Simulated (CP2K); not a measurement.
HfC:

```
CELL_PARAMETERS angstrom
3.28805 0.00000 0.00000
1.64402 2.84753 0.00000
1.64402 0.94918 2.68468
ATOMIC_POSITIONS crystal
Hf 0.50000 0.50000 0.50000
C 0.00000 0.00000 0.00000
```

Base run:

| Property | Result |
| --- | --- |
| Program | CP2K 2026.2 |
| Functional | PBEsol |
| Dispersion | D4 |
| Potentials or basis | POTENTIAL_UZH Hf GTH-PBE-q12, C GTH-PBE-q4; TZVP-MOLOPT-PBE-GTH basis |
| Density cutoff | 6123 eV |
| k mesh | 10 × 10 × 10 |
| Occupations | fermi-dirac, width 0.05 eV |
| Spin | no spin polarisation |

Its results: band gap on the k mesh none (metal or under the smearing width); pressure -8.4 GPa.

Problem. The run is repeated on the same cell with these changes: dispersion from D4 to rVV10. What comes out?

Solution. Band gap on the k mesh none (metal or under the smearing width); pressure -6.9 GPa.

Caveats: the potentials were made for another functional, which shifts forces and pressure; the basis of atomic orbitals isn't converged, which shifts pressures, moduli and gaps; pairwise dispersion overbinds metals, which lowers pressure and volume.
